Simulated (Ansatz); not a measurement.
# BaZrO3: the band gap up the ladder of functionals

The task here is to estimate one member of a computed series from the others.

Program: Ansatz 0.2.0. PAW datasets, plane waves. Computed at 0 K without zero-point motion; spin polarisation is off.

### Starting point

The cell was relaxed beforehand with r2SCAN.

It is tetragonal, I4/mcm (No. 140); conventional cell a = 5.945 Å, c = 8.413 Å, 14.87 Å³ an atom. Near Ba stand 12 O at 2.93–3.02 Å; near Zr stand 6 O at 2.10 Å; near O stand 2 Zr at 2.10 Å and 4 Ba at 2.97 Å; near O stand 2 Zr at 2.10 Å and 4 Ba at 2.93–3.02 Å.

As a file:

```cif
data_structure
_symmetry_space_group_name_H-M 'I4/mcm'
_symmetry_Int_Tables_number 140
_cell_length_a 5.9450
_cell_length_b 5.9450
_cell_length_c 8.4129
_cell_angle_alpha 90.000
_cell_angle_beta 90.000
_cell_angle_gamma 90.000
_cell_volume 297.34
loop_
_atom_site_label
_atom_site_type_symbol
_atom_site_symmetry_multiplicity
_atom_site_Wyckoff_symbol
_atom_site_fract_x
_atom_site_fract_y
_atom_site_fract_z
_atom_site_occupancy
Ba1 Ba 4 b 0.00000 0.50000 0.25000 1
Zr1 Zr 4 c 0.00000 0.00000 0.00000 1
O1 O 4 a 0.50000 0.50000 0.25000 1
O2 O 8 h 0.74226 0.24226 0.00000 1
```

Set-up of the first run:

input.yaml reads:

```yaml
crystal:
  lattice:
    - [-2.9725062335, 2.9725062335, 4.2064685272]
    - [2.9725062335, -2.9725062335, 4.2064685272]
    - [2.9725062335, 2.9725062335, -4.2064685272]
  atoms:
    - { symbol: Ba, position: [0.75, 0.25, 0.5] }
    - { symbol: Ba, position: [0.25, 0.75, 0.5] }
    - { symbol: Zr, position: [0.0, 0.0, 0.0] }
    - { symbol: Zr, position: [0.5, 0.5, 0.0] }
    - { symbol: O, position: [0.75, 0.75, 0.0] }
    - { symbol: O, position: [0.25, 0.25, 0.0] }
    - { symbol: O, position: [0.2422646082, 0.7422646082, 0.9845292164] }
    - { symbol: O, position: [0.7577353918, 0.2577353918, 0.0154707836] }
    - { symbol: O, position: [0.7422646082, 0.7577353918, 0.5] }
    - { symbol: O, position: [0.2577353918, 0.2422646082, 0.5] }
kpoints:
  mp_grid: { grid: [6, 6, 6] }
  band_path:
    path:
      - [[0.0, 0.0, 0.0], [-1.230062195698e-17, 1.230062195698e-17, 0.5], [0.25, 0.25, 0.25], [3.937628423029e-17, 0.5, -3.937628423029e-17], [0.0, 0.0, 0.0], [0.5, 0.5, -0.5], [0.3748389964961, 0.6251610035039, -0.3748389964961]]
      - [[-0.3748389964961, 0.3748389964961, 0.3748389964961], [0.0, 0.0, 0.0]]
      - [[-1.230062195698e-17, 1.230062195698e-17, 0.5], [-0.2496779929923, 0.2496779929923, 0.5]]
      - [[0.5, 0.5, -0.2496779929923], [0.5, 0.5, -0.5]]
    npoints: 10
hamiltonian:
  xc: pbe
scf:
  occupations: { method: fermi_dirac, width: 0.02 }
  n_extra_bands: 6
output:
  forces: true
  stress: true
  eigenvalues: true
```

Launch:

```bash
> ansatz run input.yaml --threads 4 --pin off --max-ram 6451MiB --backend cpu --events-out ev --progress --plain --runs-dir out
```

Steps of the session up to this table: PBE band path; r2SCAN; Single point with HSE06; Single point with PBE+SOC; PBE0 at the same geometry.

One table of the session follows, with a row left open; its other results are not shown here.

```
  level  gap (eV)
    PBE         ?
 r2SCAN      3.74
  HSE06      4.70
PBE+SOC      3.20
   PBE0      5.45
```

Q: Estimate the row for PBE from the others.

As computed: gap (eV): 3.23. In the column «gap (eV)» it lies between PBE+SOC (3.20) and r2SCAN (3.74).

Meshes: PBE 6×6×6, r2SCAN 6×6×6, HSE06 4×4×4, PBE+SOC 6×6×6, PBE0 4×4×4

What this shows: PBE+SOC gives the least gap, 3.20 eV, and PBE0 the largest, 5.45 eV. Against HSE06, PBE is short by 1.47 eV, at 69 % of it, and r2SCAN 80 %. PBE0 lies 0.75 eV above HSE06, which differs from it by screening the long-range exchange.

Limits of these values: Warnings in the runs' records: stress scf threshold loose, stress exchange threshold loose.
